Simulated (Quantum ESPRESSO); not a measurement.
Runs of Quantum ESPRESSO 7.5 on CaO. It takes space group Fm-3m (No. 225, cubic). The conventional cell has a = 4.807 Å, b = 4.807 Å, c = 4.807 Å, α = 90.00°, β = 90.00°, γ = 90.00°. Ca (site symmetry m-3m) is surrounded by 6 O at 2.40 Å. Around O (site symmetry m-3m) lie 6 Ca at 2.40 Å. The cell is a database's computed one.

```tsv
task	level	potentials or basis	form of the LDA correlation	gap on the mesh (eV)	pressure (GPa)	V0 of scaled cells (Å³/atom)	B0 (GPa)
band structure	LDA	PseudoDojo 0.4.1 SR LDA standard	PW92	(b)	-7.3	-	-
band structure	PBE	PseudoDojo 0.4.1 SR PBE standard	-	(a)	1.3	-	-
equation of state	rev-vdW-DF2	PseudoDojo 0.4.1 SR PBE standard	-	-	-	13.77	112
equation of state	PBE+D3(BJ)	PseudoDojo 0.4.1 SR PBE standard	-	-	-	13.69	112
```

Alike in all rows: no spin polarisation; cell as given; k mesh 10 × 10 × 10; cutoff (eV) 1143; smearing fermi-dirac 0.05 eV.

Estimate the missing entries.

(a) 3.66; (b) 3.49.

Caveats: the potentials were made for another functional, which shifts forces and pressure (some runs).

